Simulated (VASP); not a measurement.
# ZnS (Wurtzite-4H) (P6_3mc) in VASP: a series of runs

The runs below take ZnS (Wurtzite-4H) through single point, with PBE.

All numbers are computed with VASP 6.6.1; they aren't measurements. Logs are shortened: lines on timing, memory, paths and dates and some standing lists are left out, and cuts for length are marked.

**Experimental background.**

From a printed reference work, monograph, for a bulk crystal of ZnS at 4 K: band gap 3.911 eV (direct).

The runs below are set against these values where they give the same quantity.

## (1) The cell of the first run

The structure is hexagonal, space group P6_3mc (No. 186). The conventional cell has a = 3.823 Å, b = 3.823 Å, c = 12.520 Å, α = 90.00°, β = 90.00°, γ = 120.00°. Zn (site symmetry 3m) has 4 S at 2.34 to 2.35 Å within 3.1 Å. Within 3.1 Å of Zn (site symmetry 3m) lie 4 S at 2.34 to 2.35 Å. S (site symmetry 3m) has 4 Zn at 2.34 to 2.35 Å within 3.1 Å. Within 3.1 Å of S (site symmetry 3m) lie 4 Zn at 2.34 to 2.35 Å.

## (2) Single point, PBE

Input file INCAR:

```
SYSTEM = ZnS
PREC     = Accurate       ! precision mode
ENCUT    = 520            ! plane-wave cutoff, eV
EDIFF    = 1E-7           ! SCF threshold, eV
ISMEAR   = 0              ! smearing method
SIGMA    = 0.01           ! smearing width, eV
LREAL    = .False.        ! projectors in reciprocal space
LASPH    = .True.         ! aspherical terms in the spheres
NELM     = 60             ! most SCF steps
ALGO     = Normal         ! electronic algorithm
ISIF     = 2              ! what is computed and relaxed
LWAVE    = .False.        ! write WAVECAR
LCHARG   = .False.        ! write CHGCAR
GGA      = PE             ! functional
NBANDS   = 46             ! bands
```

Input file KPOINTS:

```
regular mesh
0
Gamma
  6 6 2
  0 0 0
```

Input file POSCAR:

```
ZnS
1.0
    3.8227000000      0.0000000000      0.0000000000
   -1.9113500000      3.3105550000      0.0000000000
    0.0000000000      0.0000000000     12.5200000000
Zn S
4 4
Direct
    0.0000000000      0.0000000000      0.0000000000
    0.0000000000      0.0000000000      0.5000000000
    0.3333333333      0.6666666667      0.2500000000
    0.6666666667      0.3333333333      0.7500000000
    0.0000000000      0.0000000000      0.1875000000
    0.0000000000      0.0000000000      0.6875000000
    0.3333333333      0.6666666667      0.4375000000
    0.6666666667      0.3333333333      0.9375000000
```

Potentials or basis: VASP PAW PBE potentials, release 64 (Zn, S).

Run with:

```bash
cat potpaw_PBE.64/Zn/POTCAR potpaw_PBE.64/S/POTCAR > POTCAR
mpirun -np 1 vasp_std > vasp.out
```

OUTCAR:

```text
SYSTEM = ZnS
   PREC = Accurate
   ENCUT = 520
   EDIFF = 1E-7
   ISMEAR = 0
   LREAL = .False.
   LASPH = .True.
   NELM = 60
   ISIF = 2
   GGA = PE

 ion  position               nearest neighbor table
   1  0.000  0.000  0.000-   8 2.34   8 2.34   8 2.34   5 2.35
   2  0.000  0.000  0.500-   7 2.34   7 2.34   7 2.34   6 2.35
   3  0.333  0.667  0.250-   5 2.34   5 2.34   5 2.34   7 2.35
   4  0.667  0.333  0.750-   6 2.34   6 2.34   6 2.34   8 2.35
   5  0.000  0.000  0.188-   3 2.34   3 2.34   3 2.34   1 2.35
   6  0.000  0.000  0.688-   4 2.34   4 2.34   4 2.34   2 2.35
   7  0.333  0.667  0.438-   2 2.34   2 2.34   2 2.34   3 2.35
   8  0.667  0.333  0.938-   1 2.34   1 2.34   1 2.34   4 2.35

  LATTYP: Found a hexagonal cell.
 ALAT       =     3.8227000000
 C/A-ratio  =     3.2751719988

  Lattice vectors:

 A1 = (   3.8227000000,   0.0000000000,   0.0000000000)
 A2 = (  -1.9113500000,   3.3105550000,   0.0000000000)
 A3 = (   0.0000000000,   0.0000000000,  12.5200000000)

Analysis of symmetry for initial positions (statically):
=====================================================================
 Subroutine PRICEL returns:
 Original cell was already a primitive cell.

 Routine SETGRP: Setting up the symmetry group for a
 hexagonal supercell.

 Subroutine GETGRP returns: Found 12 space group operations
 (whereof  6 operations were pure point group operations)
 out of a pool of 24 trial point group operations.

The static configuration has the point symmetry C_3v.
 The point group associated with its full space group is C_6v.

Analysis of symmetry for dynamics (positions and initial velocities):
=====================================================================
 Subroutine PRICEL returns:
 Original cell was already a primitive cell.

 Routine SETGRP: Setting up the symmetry group for a
 hexagonal supercell.

 Subroutine GETGRP returns: Found 12 space group operations
 (whereof  6 operations were pure point group operations)
 out of a pool of 24 trial point group operations.

The dynamic configuration has the point symmetry C_3v.
 The point group associated with its full space group is C_6v.

 Subroutine INISYM returns: Found 12 space group operations
 (whereof  6 operations are pure point group operations),
 and found     1 'primitive' translations

[... 96 lines left out ...]
   LREAL  =      F    real-space projection
   EDIFFG = 0.1E-05   stopping-criterion for IOM
   NSW    =      0    number of steps for IOM
   IBRION =     -1    ionic relax: 0-MD 1-quasi-New 2-CG
   NFREE  =      0    steps in history (QN), initial steepest desc. (CG)
   ISIF   =      2    stress and relaxation
   ISYM   =      2    0-nonsym 1-usesym 2-fastsym
   POTIM  = 0.5000    time-step for ionic-motion
   TEBEG  =    0.0;   TEEND  =   0.0 temperature during run
   PSTRESS=    0.0 pullay stress
   NELECT =      72.0000    total number of electrons
   NUPDOWN=      -1.0000    fix difference up-down
   EMIN   =  10.00;   EMAX   =-10.00  energy-range for DOS
   EFERMI =   0.00;   METHOD = LEGACY
   ISMEAR =     0;   SIGMA  =   0.01  broadening in eV -4-tet -1-fermi 0-gaus
   EFERMI_NEDOS =   21; number of points for ismear=-14 and -15
   IALGO  =     38    algorithm
   IMIX   =      4    mixing-type and parameters
     AMIX     =   0.40;   BMIX     =  1.00
     AMIX_MAG =   1.60;   BMIX_MAG =  1.00
  volume/ion in A,a.u.               =      19.81       133.65
  Fermi-wavevector in a.u.,A,eV,Ry     =   1.258618  2.378443 21.553245  1.584119
  Thomas-Fermi vector in A             =   2.392218
   LORBIT       =      0    0 simple, 1 ext, 2 COOP (PROOUT), +10 PAW based schemes
   GGA     = PE    functional components
   LHFCALC =     F    Hartree Fock is set to
   AEXX    =    0.0000 exact exchange contribution
   IVDW    =     0    specifies the selected vdW correction
   LEPSILON=     F    determine dielectric tensor
   LRPA    =     F    only Hartree local field effects (RPA)
 non-spin polarized calculation
 Gauss-broadening in eV      SIGMA  =   0.01
  energy-cutoff  :      520.00
  volume of cell :      158.44
 maximum number of plane-waves:      4296
   NGX = 15   NGY = 15   NGZ = 47

 number of electron      71.9999983 magnetization

 Free energy of the ion-electron system (eV)
  ---------------------------------------------------
  ext. energy  EPLUGINS =         0.00000000
  ---------------------------------------------------
  free energy    TOTEN  =       -27.37764565 eV

  energy without entropy =      -27.37764565  energy(sigma->0) =      -27.37764565

 E-fermi :   2.1532     XC(G=0):  -9.6077

 val. band max:        2.0801590092   @ k =   0.0000   0.0000   0.0000
 cond. band min:       4.2117845242   @ k =   0.0000   0.0000   0.0000
 fundamental gap:      2.1316255151
 Fermi energy:         2.1531654401

 k-point     1 :       0.0000    0.0000    0.0000
  band No.  band energies     occupation
      1     -11.0454      2.00000
      2     -10.6317      2.00000
      3     -10.6200      2.00000
      4     -10.1258      2.00000
      5      -4.2451      2.00000
      6      -4.2414      2.00000
[... 675 lines left out ...]
     45       9.5613      0.00000
     46       9.5613      0.00000

------------------------ aborting loop because EDIFF is reached ----------------------------------------

  FORCE on cell =-STRESS in cart. coord.  units (eV):
  Direction    XX          YY          ZZ          XY          YZ          ZX
  --------------------------------------------------------------------------------------
  -------------------------------------------------------------------------------------
  Total        1.5387244      1.5387241      1.3710031      0.0000000      0.0000000      0.0000000
  in kB       15.5595152     15.5595123     13.8635249      0.0000000      0.0000000      0.0000000
  external PRESSURE =      14.9941841 kB  Pullay stress =       0.0000000 kB

 VOLUME and BASIS-vectors are now :
 -----------------------------------------------------------------------------
  energy-cutoff  :      520.00
  volume of cell :      158.44
      direct lattice vectors                 reciprocal lattice vectors
     3.822700000  0.000000000  0.000000000     0.261595208  0.151032078  0.000000000
    -1.911350000  3.310555000  0.000000000     0.000000000  0.302064155  0.000000000
     0.000000000  0.000000000 12.520000000     0.000000000  0.000000000  0.079872204

 POSITION                                       TOTAL-FORCE (eV/Angst)
 -----------------------------------------------------------------------------------
      0.00000      0.00000      0.00000        -0.000000     -0.000000      0.023976
      0.00000      0.00000      6.26000         0.000000      0.000000      0.023976
     -0.00000      2.20704      3.13000        -0.000000     -0.000000      0.009149
      1.91135      1.10352      9.39000         0.000000      0.000000      0.009149
      0.00000      0.00000      2.34750         0.000000      0.000000     -0.044516
      0.00000      0.00000      8.60750        -0.000000      0.000000     -0.044516
     -0.00000      2.20704      5.47750        -0.000000     -0.000000      0.011391
      1.91135      1.10352     11.73750         0.000000      0.000000      0.011391
 -----------------------------------------------------------------------------------
    total drift:                               -0.000001     -0.000002     -0.000101

  FREE ENERGIE OF THE ION-ELECTRON SYSTEM (eV)
  ---------------------------------------------------
  free  energy   TOTEN  =       -27.3776456537 eV

  energy  without entropy=      -27.3776456537  energy(sigma->0) =      -27.37764565
```

stdout:

```text
POSCAR found type information on POSCAR ZnS
 POSCAR found :  2 types and       8 ions
 scaLAPACK will be used
 LDA part: xc-table for (Slater+PW92), standard interpolation
 POSCAR, INCAR and KPOINTS ok, starting setup
 FFT: planning ... GRIDC
 FFT: planning ... GRID_SOFT
 FFT: planning ... GRID
 WAVECAR not read
 entering main loop
```

Wall time 4.2 min (1 thread of Intel Xeon 6975P-C, shared host); peak memory 0.29 GiB.

Results:

* Free energy: -27.3776 eV
* Pressure: 1.5 GPa
* Largest force: 0.045 eV/Å
* Band gap on the k mesh: 2.13 eV, direct

Forces in eV/Å, atoms in the order of the input:
```
Zn   0.000  0.000  0.024
Zn   0.000  0.000  0.024
Zn   0.000  0.000  0.009
Zn   0.000  0.000  0.009
S    0.000  0.000 -0.045
S    0.000  0.000 -0.045
S    0.000  0.000  0.011
S    0.000  0.000  0.011
```

Stress tensor (GPa, compression positive):
```
1.56 0.00 0.00
0.00 1.56 0.00
0.00 0.00 1.39
```

## (3) Single point, PBE

Input file INCAR:

```
PREC = Accurate
ENCUT = 520
EDIFF = 1E-7
ISMEAR = 0
SIGMA = 0.01
LREAL = F
LASPH = T
NELM = 60
ALGO = Normal
ISIF = 2
LWAVE = F
LCHARG = F
GGA = PE
NBANDS = 46
```

Input file KPOINTS:

```
regular mesh
0
Gamma
  6 6 2
```

POSCAR is that of step 2.

Potentials or basis: VASP PAW PBE potentials, release 64 (Zn, S).

Run with:

```bash
cat potpaw_PBE.64/Zn/POTCAR potpaw_PBE.64/S/POTCAR > POTCAR
mpirun -np 1 vasp_std > vasp.out
```

OUTCAR:

```text
PREC = Accurate
   ENCUT = 520
   EDIFF = 1E-7
   ISMEAR = 0
   LREAL = F
   LASPH = T
   NELM = 60
   ISIF = 2
   GGA = PE

 ion  position               nearest neighbor table
   1  0.000  0.000  0.000-   8 2.34   8 2.34   8 2.34   5 2.35
   2  0.000  0.000  0.500-   7 2.34   7 2.34   7 2.34   6 2.35
   3  0.333  0.667  0.250-   5 2.34   5 2.34   5 2.34   7 2.35
   4  0.667  0.333  0.750-   6 2.34   6 2.34   6 2.34   8 2.35
   5  0.000  0.000  0.188-   3 2.34   3 2.34   3 2.34   1 2.35
   6  0.000  0.000  0.688-   4 2.34   4 2.34   4 2.34   2 2.35
   7  0.333  0.667  0.438-   2 2.34   2 2.34   2 2.34   3 2.35
[... 888 lines left out ...]
  Total        1.5387244      1.5387241      1.3710031      0.0000000      0.0000000      0.0000000
  in kB       15.5595152     15.5595123     13.8635249      0.0000000      0.0000000      0.0000000
  external PRESSURE =      14.9941841 kB  Pullay stress =       0.0000000 kB

 VOLUME and BASIS-vectors are now :
 -----------------------------------------------------------------------------
  energy-cutoff  :      520.00
  volume of cell :      158.44
      direct lattice vectors                 reciprocal lattice vectors
     3.822700000  0.000000000  0.000000000     0.261595208  0.151032078  0.000000000
    -1.911350000  3.310555000  0.000000000     0.000000000  0.302064155  0.000000000
     0.000000000  0.000000000 12.520000000     0.000000000  0.000000000  0.079872204

 POSITION                                       TOTAL-FORCE (eV/Angst)
 -----------------------------------------------------------------------------------
      0.00000      0.00000      0.00000        -0.000000     -0.000000      0.023976
      0.00000      0.00000      6.26000         0.000000      0.000000      0.023976
     -0.00000      2.20704      3.13000        -0.000000     -0.000000      0.009149
      1.91135      1.10352      9.39000         0.000000      0.000000      0.009149
      0.00000      0.00000      2.34750         0.000000      0.000000     -0.044516
      0.00000      0.00000      8.60750        -0.000000      0.000000     -0.044516
     -0.00000      2.20704      5.47750        -0.000000     -0.000000      0.011391
      1.91135      1.10352     11.73750         0.000000      0.000000      0.011391
 -----------------------------------------------------------------------------------
    total drift:                               -0.000001     -0.000002     -0.000101

  FREE ENERGIE OF THE ION-ELECTRON SYSTEM (eV)
  ---------------------------------------------------
  free  energy   TOTEN  =       -27.3776456537 eV

  energy  without entropy=      -27.3776456537  energy(sigma->0) =      -27.37764565
```

OSZICAR:

```text
N       E                     dE             d eps       ncg     rms          rms(c)
DAV:   1     0.593090494721E+03    0.59309E+03   -0.33419E+04  1288   0.189E+03
DAV:   2     0.525533096122E+02   -0.54054E+03   -0.51965E+03  1288   0.437E+02
DAV:   3    -0.253014142104E+02   -0.77855E+02   -0.76726E+02  1470   0.152E+02
DAV:   4    -0.290295068313E+02   -0.37281E+01   -0.37146E+01  1540   0.332E+01
DAV:   5    -0.290879013987E+02   -0.58395E-01   -0.58373E-01  1536   0.425E+00    0.137E+01
DAV:   6    -0.273413975750E+02    0.17465E+01   -0.35927E+00  2004   0.415E+01    0.106E+01
DAV:   7    -0.274524143894E+02   -0.11102E+00   -0.45671E+00  1426   0.839E+00    0.402E+00
DAV:   8    -0.273787001852E+02    0.73714E-01   -0.27964E-01  1644   0.455E+00    0.126E+00
DAV:   9    -0.273769389091E+02    0.17613E-02   -0.79978E-02  1660   0.259E+00    0.398E-01
DAV:  10    -0.273771434593E+02   -0.20455E-03   -0.35169E-03  1544   0.845E-01    0.218E-01
DAV:  11    -0.273775341090E+02   -0.39065E-03   -0.78840E-04  1600   0.465E-01    0.828E-02
DAV:  12    -0.273776373659E+02   -0.10326E-03   -0.29879E-04  1446   0.353E-01    0.394E-02
DAV:  13    -0.273776392983E+02   -0.19324E-05   -0.49224E-05  1542   0.427E-02    0.126E-02
DAV:  14    -0.273776447186E+02   -0.54203E-05   -0.48130E-06  1438   0.138E-02    0.493E-03
DAV:  15    -0.273776454565E+02   -0.73790E-06   -0.21790E-06  1458   0.224E-02    0.167E-03
DAV:  16    -0.273776455924E+02   -0.13588E-06   -0.50565E-07  1380   0.550E-03    0.107E-03
DAV:  17    -0.273776456537E+02   -0.61269E-07   -0.10055E-07   996   0.379E-03
   1 F= -.27377646E+02 E0= -.27377646E+02  d E =-.111506E-26
```

stdout:

```text
POSCAR found type information on POSCAR ZnS
 POSCAR found :  2 types and       8 ions
 scaLAPACK will be used
 LDA part: xc-table for (Slater+PW92), standard interpolation
 POSCAR, INCAR and KPOINTS ok, starting setup
 FFT: planning ... GRIDC
 FFT: planning ... GRID_SOFT
 FFT: planning ... GRID
 WAVECAR not read
 entering main loop
```

It took 3.9 min on 1 thread of Intel Xeon 6975P-C, shared host; peak memory 0.29 GiB.

Results:

| Item | Value |
| --- | --- |
| Free energy | -27.3776 eV |
| Pressure | 1.5 GPa |
| Largest force | 0.045 eV/Å |
| Band gap on the k mesh | 2.13 eV, direct |

Forces on the atoms (eV/Å):
```
Zn   0.000  0.000  0.024
Zn   0.000  0.000  0.024
Zn   0.000  0.000  0.009
Zn   0.000  0.000  0.009
S    0.000  0.000 -0.045
S    0.000  0.000 -0.045
S    0.000  0.000  0.011
S    0.000  0.000  0.011
```

Levels at points of the mesh, in eV from the valence-band top:
| k point | band 32 | band 33 | band 34 | band 35 | band 36 | band 37 | band 38 | band 39 | band 40 | band 41 |
| --- | --- | --- | --- | --- | --- | --- | --- | --- | --- | --- |
| (0.00, 0.00, 0.00) | -0.45 | -0.45 | -0.04 | 0.00 | 0.00 | 2.13 | 3.19 | 3.39 | 3.62 | 6.35 |
| (0.50, 0.00, 0.00) | -1.59 | -1.58 | -1.57 | -1.10 | -0.87 | 3.31 | 3.37 | 3.77 | 4.35 | 4.88 |
| (0.00, 0.00, 0.50) | -0.75 | -0.14 | -0.14 | -0.14 | -0.14 | 2.98 | 2.98 | 3.32 | 3.32 | 6.28 |
| (0.50, 0.00, 0.50) | -2.03 | -1.50 | -1.50 | -1.10 | -1.10 | 3.70 | 3.70 | 4.03 | 4.03 | 4.69 |

## (4) How close it comes

Step 2. Measured gap of ZnS: 3.911 eV (direct; 4 K; a printed reference work, monograph). This calculation gives 2.13 eV (-1.78 eV). The value is that of PBE, without temperature or zero-point motion. Semilocal functionals fall short of measured gaps as a rule.

Step 3. Measured gap of ZnS: 3.911 eV (direct; 4 K; a printed reference work, monograph). This calculation gives 2.13 eV (-1.78 eV). The value is that of PBE, without temperature or zero-point motion. Semilocal functionals fall short of measured gaps as a rule.
